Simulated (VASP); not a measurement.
A VASP 6.6.1 single-point calculation on GaAs

INCAR

```
NELMDL = -8
LCHARG = .FALSE.
NELM = 120
ISMEAR = -1
LWAVE = .FALSE.
IBRION = -1
NBANDS = 16
GGA = PE
LASPH = .TRUE.
ENCUT = 520
PREC = Accurate
ISIF = 2
LREAL = .FALSE.
EDIFF = 1E-7
NSW = 0
SIGMA = 0.02
```

KPOINTS

```
KPOINTS created by Atomic Simulation Environment
0
Gamma
8 8 8
0 0 0
```

POSCAR

```
Ga As
 1.0000000000000000
    -0.0000000000000000    2.8330850954523927    2.8330850954523927
     2.8330850954523927    0.0000000000000000    2.8330850954523927
     2.8330850954523927    2.8330850954523927    0.0000000000000000
 Ga  As
   1   1
Cartesian
  0.0000000000000000  0.0000000000000000  0.0000000000000000
  1.4165425477261964  1.4165425477261964  1.4165425477261964
```

The recommended PBE PAW datasets give the neutral cell 18 valence electrons.

Command

```
mpirun -np 1 vasp_std
```

How does this run end, and what does it give?

It converged. Results: gap between bands v and c on the k mesh 0.47 eV; least direct gap on the k mesh 0.47 eV; pressure 3.0 GPa. Band v is the last that the valence electrons fill when counted band by band, and c is the next.

OSZICAR

```
N       E                     dE             d eps       ncg     rms          rms(c)
DAV:   1     0.825976195047E+02    0.82598E+02   -0.89670E+03   936   0.152E+03
DAV:   2    -0.182530373347E+01   -0.84423E+02   -0.80470E+02  1048   0.308E+02
DAV:   3    -0.831610272720E+01   -0.64908E+01   -0.64692E+01  1160   0.666E+01
DAV:   4    -0.841082715956E+01   -0.94724E-01   -0.94712E-01  1120   0.871E+00
DAV:   5    -0.841222666533E+01   -0.13995E-02   -0.13995E-02  1192   0.987E-01
DAV:   6    -0.841227672260E+01   -0.50057E-04   -0.50057E-04  1312   0.165E-01
DAV:   7    -0.841227724511E+01   -0.52251E-06   -0.52246E-06  1208   0.118E-02
DAV:   8    -0.841227726320E+01   -0.18094E-07   -0.18114E-07   952   0.166E-03    0.288E+00
DAV:   9    -0.827117762325E+01    0.14110E+00   -0.21316E-01  1392   0.790E+00    0.174E+00
DAV:  10    -0.825176289727E+01    0.19415E-01   -0.62655E-02  1200   0.179E+00    0.562E-01
DAV:  11    -0.825259922814E+01   -0.83633E-03   -0.10169E-02  1048   0.113E+00    0.107E-01
DAV:  12    -0.825299906377E+01   -0.39984E-03   -0.93940E-04  1144   0.360E-01    0.507E-02
DAV:  13    -0.825306609652E+01   -0.67033E-04   -0.71515E-05  1176   0.866E-02    0.277E-02
DAV:  14    -0.825311712551E+01   -0.51029E-04   -0.71454E-05  1024   0.629E-02    0.310E-03
DAV:  15    -0.825311743199E+01   -0.30649E-06   -0.11794E-06  1176   0.150E-02    0.141E-03
DAV:  16    -0.825311775761E+01   -0.32561E-06   -0.52074E-07  1120   0.501E-03    0.661E-04
DAV:  17    -0.825311774799E+01    0.96170E-08   -0.81196E-09   896   0.956E-04
   1 F= -.82531177E+01 E0= -.82531177E+01  d E =-.270249E-07
```

For comparison, a separate PBE run of the intended cell, on usual settings and not on those above, gives a gap of 0.47 eV on its mesh and a pressure of 3.0 GPa.
